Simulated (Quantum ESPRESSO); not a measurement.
Runs of Quantum ESPRESSO 7.5 on Be. Symmetry: P6_3/mmc, No. 194, hexagonal system. Conventional cell: a = 2.285 Å, b = 2.285 Å, c = 3.584 Å, α = 90.00°, β = 90.00°, γ = 120.00°. Be (site symmetry -6m2) is surrounded by 12 Be at 2.23 to 2.29 Å. 

| task | level | potentials or basis | cell | k mesh | cutoff (eV) | smearing | form of the LDA correlation | mixing beta | q mesh | iterations | k mesh for the Wannier functions | other keys | gap on the mesh (eV) | pressure (GPa) |
| --- | --- | --- | --- | --- | --- | --- | --- | --- | --- | --- | --- | --- | --- | --- |
| phonon dispersion | LDA | JTH 2.0 LDA | relaxed | 14 × 14 × 8 | 490 | cold 0.2 eV | PW92 | 0.5 | 2 × 2 × 2 | - | - | - | none | -0.5 |
| energy-loss spectrum | PBE | SG15 PBE 1.2 | as given | 10 × 10 × 6 | 952 | gaussian 0.136 eV | - | 0.5 | - | 200 | - | - | none | -2.3 |
| Wannier functions | LDA | JTH 2.0 LDA | as given | 10 × 10 × 6 | 490 | fermi-dirac 0.05 eV | PW92 | 0.5 | - | - | 8 × 8 × 5 | - | none | -8.5 |
| energy-loss spectrum | LDA | PseudoDojo 0.4.1 SR LDA standard | as given | 10 × 10 × 6 | 1197 | gaussian 0.2 eV | PW92 | 0.7 | - | 200 | - | mixing_beta = 0.7; diagonalization = paro | none | (a) |

Alike in all rows: no spin polarisation.

Question: Estimate the missing entries.

Answer: (a) -7.9.

Caveats: the cutoff is low for these files, which shifts pressure and relaxed volume (some runs); the mesh is thin for the phonons of a metal (some runs); the wave vector is under the mesh spacing, so the intraband response is poorly sampled (some runs).

A gap of «none» marks a metal or a gap under the smearing width.
